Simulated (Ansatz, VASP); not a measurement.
**One calculation of KMgF3, two programs**

```xyz
5
Lattice="4.0543 0.0000 0.0000 0.0000 4.0543 0.0000 0.0000 0.0000 4.0543" Properties=species:S:1:pos:R:3 pbc="T T T"
K     2.0272    2.0272    2.0272
Mg    0.0000    0.0000    0.0000
F     2.0272    0.0000    0.0000
F     0.0000    2.0272    0.0000
F     0.0000    0.0000    2.0272
```

Alike in both runs: functional PBE; k mesh 6 × 6 × 6; no spin polarisation.

Ansatz relaxed the structure, and its values are those at the end. VASP's run is a single point on that final structure, the one shown.

```csv
,VASP,Ansatz
version,VASP 6.6.1,Ansatz 0.2.0
potentials or method,"VASP PAW PBE potentials, release 64 (K_sv, Mg, F)","scalar-relativistic, plane waves, PAW"
plane-wave cutoff (eV),520,560
occupations,"gaussian, width 0.01 eV",fixed
valence electrons in the cell,32,40
```

```csv
,VASP,Ansatz,Ansatz less VASP
gap on the k mesh at the Fermi level (eV),6.93,6.96,+0.029
least direct gap on the mesh (eV),7.25,7.28,+0.027
pressure (GPa),-0.4,0.0,+0.42
```

The two sets of potentials don't hold the same shells in valence.

A k mesh can miss the band edges.
